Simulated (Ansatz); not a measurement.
# Tantalum, simple cubic under BLYP: from relaxation to bulk modulus, part 2 of 2

The plan for tantalum in the simple cubic structure: relax it, solve it on a dense k-mesh, then scale the cell to 7 volumes from 88 to 112 % of the relaxed one and try a fit of the equation of state. Spin polarisation is left out. The k-meshes are 12×12×12 for the relaxation; 18×18×18 for the dense run; 13×13×13 for the volumes.

Ansatz 0.2.0; DFT, BLYP, plane waves (420 eV) with PAW, scalar-relativistic.

## 7. At 100 % of the relaxed volume

This is Ta in the simple cubic structure; at room conditions it is bcc.

Input file input.yaml:

```yaml
crystal:
  lattice:
    - [2.7782269006, 0.0, 0.0]
    - [0.0, 2.7782269006, 0.0]
    - [0.0, 0.0, 2.7782269006]
  atoms:
    - { symbol: Ta, position: [0.0, 0.0, 0.0] }
hamiltonian:
  xc: blyp
  pseudopotentials:
    kind: paw
    azcp:
      Ta: "pseudopotentials/Ta.paw.azcp"
basis:
  ecutwfc: 420
  fft_grid_basis: typed
kpoints:
  mp_grid: { grid: [13, 13, 13], shift: [0, 0, 0] }
magnetization:
  spin_polarized: false
scf:
  occupations: { method: fermi_dirac, width: 0.1 }
  lower_state_search: "off"
output:
  stress: true
  write_density: true
  write_potential: true
  elf: true
  volumetric_format: npy
```

Standard output (excerpt; [...] marks lines left out):

```text
Warning: RAYON_NUM_THREADS=2 ignored (pool sized by the plan → 2); use --threads N
[...]
Pseudopotentials: kind: paw
Pseudopotential: Ta, paw, valence charge 13, recommended cutoff 420 eV (normal), <dir>
Functional definition: BLYP
[...]
Crystal: 1 atoms, lattice volume = 21.444 Å³
Basis set: ecut = 420 eV, 437 PW (Γ), exchange–correlation on 40×40×40 points (8 copies of the dense FFT grid, shifted against one another)
Bands: 11, of which v1, the nominal top of the filled ones, is band 7 counted from 1 (6 counted from 0)
Symmetry: 48 space group operations
Space group: Pm-3m (ITA 221), of the structure as read, at distance tolerance 2.8e-5 Å
k-points: 84 of 2197
[...]
SCF iter   1: F=—  HF=-9955.232413 eV  |F-HF|=—  |Δ(HF+E_count)|=         —  Δρ=8.15e-3  dr2=2.23e-2  ethr=1.77e-3  ⟨swp⟩=5.0  Hψ=5376  notcnv=0
[...]
SCF iter   6: F=-9955.226151 eV  HF=-9955.226151 eV  |F-HF|=6.29e-10  |Δ(HF+E_count)|=   1.89e-8  Δρ=1.85e-6  dr2=4.07e-10  ethr=4.64e-10  ⟨swp⟩=6.2  Hψ=5268  notcnv=0
[...]
SCF converged after 6 iterations
Free energy (F): -9955.226151 eV
[...]
E sigma→0 (E₀):  -9955.208028 eV
Entropy (-TS):   -0.036245 eV (-36.245 meV/atom)
Fermi energy:    15.755678 eV
[...]
--- Stress (GPa, compression-positive) ---
        0.052738       0.000000       0.000000
        0.000000       0.052738       0.000000
       -0.000000       0.000000       0.052738
  P = ⅓ Tr σ = 0.0527 GPa (0.527 kbar)
--- Band table (eV; the first three rows and the last of 84) ---
  k-point 0: bands = ["-51.7548", "-17.7901", "-17.7901", "-17.7901", "8.7734", "13.2283", "13.2283", "21.4629", "21.4629", "21.4629", "29.8321"]
[...]
```

Run time: 0.93 s. Hardware: 2 threads of Intel Xeon Platinum 8488C (Sapphire Rapids), shared host; peak memory 0.35 GiB.

Density in a lattice plane of the grid's cell (edges 2.78 and 2.78 Å, at 0.000 of the third edge), which holds Ta.

Values in e/Å³, 12 rows by 12 columns:
```
3.98 4.31 3.91 2.34 0.96 0.45 0.35 0.45 0.96 2.34 3.91 4.31
4.24 3.91 2.86 1.50 0.63 0.35 0.29 0.35 0.63 1.50 2.86 3.91
2.74 2.34 1.50 0.74 0.37 0.26 0.24 0.26 0.37 0.74 1.50 2.34
1.14 0.96 0.63 0.37 0.25 0.21 0.19 0.21 0.25 0.37 0.63 0.96
0.50 0.45 0.35 0.26 0.21 0.18 0.17 0.18 0.21 0.26 0.35 0.45
0.38 0.35 0.29 0.24 0.19 0.17 0.16 0.17 0.19 0.24 0.29 0.35
0.50 0.45 0.35 0.26 0.21 0.18 0.17 0.18 0.21 0.26 0.35 0.45
1.14 0.96 0.63 0.37 0.25 0.21 0.19 0.21 0.25 0.37 0.63 0.96
2.74 2.34 1.50 0.74 0.37 0.26 0.24 0.26 0.37 0.74 1.50 2.34
4.24 3.91 2.86 1.50 0.63 0.35 0.29 0.35 0.63 1.50 2.86 3.91
3.98 4.31 3.91 2.34 0.96 0.45 0.35 0.45 0.96 2.34 3.91 4.31
3.12 3.98 4.24 2.74 1.14 0.50 0.38 0.50 1.14 2.74 4.24 3.98
```
Columns run along the first of these edges and rows up along the second, over one cell in 12 and 12 even steps from the bottom left corner. Atoms in the plane (fractional): Ta at (0.00, 0.00).

ELF in the same plane.

Ten even steps from ' ' (0.00) to '@' (0.75):
```
..::==**%%@@@@%%**++==++++++==++**%%@@@@%%**==::
==++**%%@@@@%%##++======++======++##%%@@@@%%**++
##%%%%@@@@%%##++==--====++====--==++##%%@@@@%%%%
@@@@@@@@%%##++==----====++====----==++##%%@@@@@@
@@@@%%%%**++==--::--====++====--::--==++**%%%%@@
%%####**++----::::--==++++++==--::::----++**####
**++++==----::::--====++++++====--::::----==++++
++======--------==++++******++++==--------======
++==============++++**********++++==============
++++++++++++++++++**************++++++++++++++++
++==============++++**********++++==============
++======--------==++++******++++==--------======
**++++==----::::--====++++++====--::::----==++++
%%####**++----::::--==++++++==--::::----++**####
@@@@%%%%**++==--::--====++====--::--==++**%%%%@@
@@@@@@@@%%##++==----====++====----==++##%%@@@@@@
##%%%%@@@@%%##++==--====++====--==++##%%@@@@%%%%
==++**%%@@@@%%##++======++======++##%%@@@@%%**++
..::==**%%@@@@%%**++==++++++==++**%%@@@@%%**==::
  ..::**%%@@@@%%**++==++++++==++**%%@@@@%%**::..
```
Columns run along the first of these edges and rows up along the second, over one cell in 24 and 20 even steps from the bottom left corner. Atoms in the plane (fractional): Ta at (0.00, 0.00).

Both are smooth fields of the valence electrons: close to the nuclei they are not physical.

Maxima of ELF outside the ion cores: 0.52 between the atoms, 2.0 Å from Ta.

## 8. At 104 % of the relaxed volume

input.yaml, as its differences from that of step 7:

```diff
@@ -2,5 +2,5 @@
   lattice:
-    - [2.7782269006, 0.0, 0.0]
-    - [0.0, 2.7782269006, 0.0]
-    - [0.0, 0.0, 2.7782269006]
+    - [2.8147867103, 0.0, 0.0]
+    - [0.0, 2.8147867103, 0.0]
+    - [0.0, 0.0, 2.8147867103]
   atoms:
@@ -25,5 +25 @@
   stress: true
-  write_density: true
-  write_potential: true
-  elf: true
-  volumetric_format: npy
```

Standard output (excerpt; [...] marks lines left out):

```text
Warning: RAYON_NUM_THREADS=2 ignored (pool sized by the plan → 2); use --threads N
[...]
[... 3 set-up lines as earlier in the session ...]
[...]
Crystal: 1 atoms, lattice volume = 22.302 Å³
Basis set: ecut = 420 eV, 461 PW (Γ), exchange–correlation on 40×40×40 points (8 copies of the dense FFT grid, shifted against one another)
Bands: 11, of which v1, the nominal top of the filled ones, is band 7 counted from 1 (6 counted from 0)
[... 2 set-up lines as earlier in the session ...]
k-points: 84 of 2197
[...]
SCF iter   1: F=—  HF=-9955.218699 eV  |F-HF|=—  |Δ(HF+E_count)|=         —  Δρ=7.59e-3  dr2=2.07e-2  ethr=1.77e-3  ⟨swp⟩=5.0  Hψ=5378  notcnv=0
[...]
SCF iter   6: F=-9955.213467 eV  HF=-9955.213467 eV  |F-HF|=6.40e-10  |Δ(HF+E_count)|=   1.89e-8  Δρ=1.90e-6  dr2=4.42e-10  ethr=5.01e-10  ⟨swp⟩=2.1  Hψ=3253  notcnv=0
[...]
SCF converged after 6 iterations
Free energy (F): -9955.213467 eV
[...]
E sigma→0 (E₀):  -9955.193912 eV
Entropy (-TS):   -0.039109 eV (-39.109 meV/atom)
Fermi energy:    15.050049 eV
[...]
--- Stress (GPa, compression-positive) ---
       -4.634542       0.000000      -0.000000
        0.000000      -4.634542       0.000000
        0.000000       0.000000      -4.634542
  P = ⅓ Tr σ = -4.6345 GPa (-46.345 kbar)
```

Wall time 0.7 s (2 threads of Intel Xeon Platinum 8488C (Sapphire Rapids), shared host); peak memory 0.34 GiB.

## 9. At 108 % of the relaxed volume

input.yaml, as its differences from that of step 8:

```diff
@@ -2,5 +2,5 @@
   lattice:
-    - [2.8147867103, 0.0, 0.0]
-    - [0.0, 2.8147867103, 0.0]
-    - [0.0, 0.0, 2.8147867103]
+    - [2.8504207047, 0.0, 0.0]
+    - [0.0, 2.8504207047, 0.0]
+    - [0.0, 0.0, 2.8504207047]
   atoms:
@@ -25 +25,5 @@
   stress: true
+  write_density: true
+  write_potential: true
+  elf: true
+  volumetric_format: npy
```

Standard output (excerpt; [...] marks lines left out):

```text
Warning: RAYON_NUM_THREADS=2 ignored (pool sized by the plan → 2); use --threads N
[...]
[... 3 set-up lines as earlier in the session ...]
[...]
Crystal: 1 atoms, lattice volume = 23.159 Å³
Basis set: ecut = 420 eV, 461 PW (Γ), exchange–correlation on 40×40×40 points (8 copies of the dense FFT grid, shifted against one another)
Bands: 11, of which v1, the nominal top of the filled ones, is band 7 counted from 1 (6 counted from 0)
[... 1 set-up line as earlier in the session ...]
Space group: Pm-3m (ITA 221), of the structure as read, at distance tolerance 2.9e-5 Å
k-points: 84 of 2197
[...]
SCF iter   1: F=—  HF=-9955.182396 eV  |F-HF|=—  |Δ(HF+E_count)|=         —  Δρ=7.21e-3  dr2=1.96e-2  ethr=1.77e-3  ⟨swp⟩=5.1  Hψ=5329  notcnv=0
[...]
SCF iter   6: F=-9955.178046 eV  HF=-9955.178046 eV  |F-HF|=7.08e-10  |Δ(HF+E_count)|=   1.20e-8  Δρ=2.05e-6  dr2=5.12e-10  ethr=7.17e-10  ⟨swp⟩=6.2  Hψ=5365  notcnv=0
[...]
SCF converged after 6 iterations
Free energy (F): -9955.178046 eV
[...]
E sigma→0 (E₀):  -9955.157069 eV
Entropy (-TS):   -0.041954 eV (-41.954 meV/atom)
Fermi energy:    14.395021 eV
[...]
--- Stress (GPa, compression-positive) ---
       -8.470967       0.000000       0.000000
        0.000000      -8.470967       0.000000
        0.000000       0.000000      -8.470967
  P = ⅓ Tr σ = -8.4710 GPa (-84.710 kbar)
--- Band table (eV; the first three rows and the last of 84) ---
  k-point 0: bands = ["-53.2661", "-19.3748", "-19.3748", "-19.3748", "7.6860", "12.1085", "12.1085", "19.5784", "19.5784", "19.5784", "27.7808"]
[...]
```

Wall time 0.95 s (2 threads of Intel Xeon Platinum 8488C (Sapphire Rapids), shared host); peak memory 0.34 GiB.

## 10. At 112 % of the relaxed volume

input.yaml, as its differences from that of step 9:

```diff
@@ -2,5 +2,5 @@
   lattice:
-    - [2.8504207047, 0.0, 0.0]
-    - [0.0, 2.8504207047, 0.0]
-    - [0.0, 0.0, 2.8504207047]
+    - [2.885185359, 0.0, 0.0]
+    - [0.0, 2.885185359, 0.0]
+    - [0.0, 0.0, 2.885185359]
   atoms:
@@ -25,5 +25 @@
   stress: true
-  write_density: true
-  write_potential: true
-  elf: true
-  volumetric_format: npy
```

Standard output (excerpt; [...] marks lines left out):

```text
Warning: RAYON_NUM_THREADS=2 ignored (pool sized by the plan → 2); use --threads N
[...]
[... 3 set-up lines as earlier in the session ...]
[...]
Crystal: 1 atoms, lattice volume = 24.017 Å³
Basis set: ecut = 420 eV, 461 PW (Γ), exchange–correlation on 40×40×40 points (8 copies of the dense FFT grid, shifted against one another)
Bands: 11, of which v1, the nominal top of the filled ones, is band 7 counted from 1 (6 counted from 0)
[... 2 set-up lines as earlier in the session ...]
k-points: 84 of 2197
[...]
SCF iter   1: F=—  HF=-9955.127778 eV  |F-HF|=—  |Δ(HF+E_count)|=         —  Δρ=7.00e-3  dr2=1.94e-2  ethr=1.77e-3  ⟨swp⟩=5.0  Hψ=5285  notcnv=0
[...]
SCF iter   6: F=-9955.124003 eV  HF=-9955.124003 eV  |F-HF|=7.39e-10  |Δ(HF+E_count)|=   1.60e-8  Δρ=2.16e-6  dr2=6.88e-10  ethr=6.95e-10  ⟨swp⟩=2.2  Hψ=3264  notcnv=0
[...]
SCF converged after 6 iterations
Free energy (F): -9955.124003 eV
[...]
E sigma→0 (E₀):  -9955.101676 eV
Entropy (-TS):   -0.044653 eV (-44.653 meV/atom)
Fermi energy:    13.785006 eV
[...]
--- Stress (GPa, compression-positive) ---
      -11.611825      -0.000000       0.000000
       -0.000000     -11.611825       0.000000
        0.000000       0.000000     -11.611825
  P = ⅓ Tr σ = -11.6118 GPa (-116.118 kbar)
```

Run time: 0.71 s. Hardware: 2 threads of Intel Xeon Platinum 8488C (Sapphire Rapids), shared host; peak memory 0.35 GiB.

## 11. The equation of state

All volumes keep the relaxed shape and fractional coordinates.

```csv
V (Å³/atom),E − E₀ (meV/atom),P from the stress (GPa),P from the fit (GPa)
18.871,151.7,21.48,21.32
19.728,61.7,12.82,12.61
20.586,13.8,5.79,5.54
21.444,0.0,0.05,-0.21
22.302,14.1,-4.63,-4.90
23.159,51.0,-8.47,-8.73
24.017,106.4,-11.61,-11.86
```

A third-order Birch-Murnaghan fit gives V₀ = 21.410 Å³/atom, B₀ = 130 GPa and B₀′ = 4.1; it misses no point by more than 0.02 meV/atom.

The fit is made to E(σ → 0), while the stress belongs to the free energy F; that is one source of the offset between the two pressures.

## 12. Results

The summary covers parts 1 to 2.

| quantity | value |
| --- | --- |
| space group (spins left aside) | Pm-3m (No. 221) |
| conventional cell | a = 2.778 Å |
| volume | 21.444 Å³/atom |
| shortest distance | 2.778 Å |
| gap on the mesh | none (levels filled in part) |
| relative to bcc | +899 meV/atom |
| V₀, B₀, B₀′ | 21.410 Å³/atom, 130 GPa, 4.1 |

What this shows: The relaxation enlarged the cell by 9.9 % in volume. Against the reference form of tantalum (bcc, computed apart with the same settings) it stands 899 meV/atom higher. Levels at the Fermi energy are filled in part, as in a metal. The fitted modulus is 130 GPa. Relaxation kept the symmetry; phonons were not checked.
